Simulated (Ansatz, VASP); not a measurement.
**Si: VASP beside Ansatz**

The input INCAR:

```
  ALGO = Normal
  EDIFF = 1E-7
  ENCUT = 520
  ISIF = 2
  ISMEAR = -1
  LASPH = T
  LCHARG = F
  LREAL = F
  LWAVE = F
  NBANDS = 16
  NELM = 80
  PREC = Accurate
  SIGMA = 0.05
```

Contents of KPOINTS:

```
k-points
0
Gamma
  8 8 4
```

POSCAR

```
Si
1.0
    3.7531053624      0.0000000000      0.0000000000
   -1.8765526812      3.2502845869      0.0000000000
    0.0000000000      0.0000000000      6.2033485431
Si
4
Direct
    0.6666666667      0.3333333333      0.9369905000
    0.3333333333      0.6666666667      0.4369905000
    0.6666666667      0.3333333333      0.5630095000
    0.3333333333      0.6666666667      0.0630095000
```

input.yaml

```yaml
crystal:
  lattice:
    - [3.7531053624, 0.0, 0.0]
    - [-1.8765526812, 3.2502845869, 0.0]
    - [0.0, 0.0, 6.2033485431]
  atoms:
    - { symbol: Si, position: [0.6666666667, 0.3333333333, 0.9369905] }
    - { symbol: Si, position: [0.3333333333, 0.6666666667, 0.4369905] }
    - { symbol: Si, position: [0.6666666667, 0.3333333333, 0.5630095] }
    - { symbol: Si, position: [0.3333333333, 0.6666666667, 0.0630095] }
kpoints:
  mp_grid: { grid: [8, 8, 4] }
scf:
  occupations: { method: fermi_dirac, width: 0.05 }
hamiltonian:
  xc: lda
  pseudopotentials: { kind: all_electron, lapw: { basis_error: 0.002 } }
output:
  forces: true
  stress: true
  eigenvalues: true
```

Change from the starting cell: volume scaled by 0.94.

Alike in both runs: task single point; functional LDA; k mesh 8 × 8 × 4; occupations fermi-dirac, width 0.05 eV; no spin polarisation.

|  | VASP | Ansatz |
| --- | --- | --- |
| version | VASP 6.6.1 | Ansatz 0.2.0 |
| potentials or method | VASP PAW LDA potentials, release 64 (Si) | all-electron LAPW, scalar-relativistic |
| plane-wave cutoff (eV) | 520 | see its input |

VASP gave:

- gap on the k mesh at the Fermi level (eV): 0.18
- least direct gap on the mesh (eV): 1.09
- pressure (GPa): 4.2
- largest component of the traceless stress (GPa): 0.07
- rms of the force components (eV/Å): 0.007

Problem. Estimate Ansatz's values.

Solution. gap on the k mesh at the Fermi level (eV): 0.18; least direct gap on the mesh (eV): 1.09; pressure (GPa): 4.1; largest component of the traceless stress (GPa): 0.08; rms of the force components (eV/Å): 0.007.

Atom by atom the forces differ by 0.000 eV/Å (rms over components). Ansatz ran all-electron here, so the differences hold the error of VASP's frozen core and of both bases.
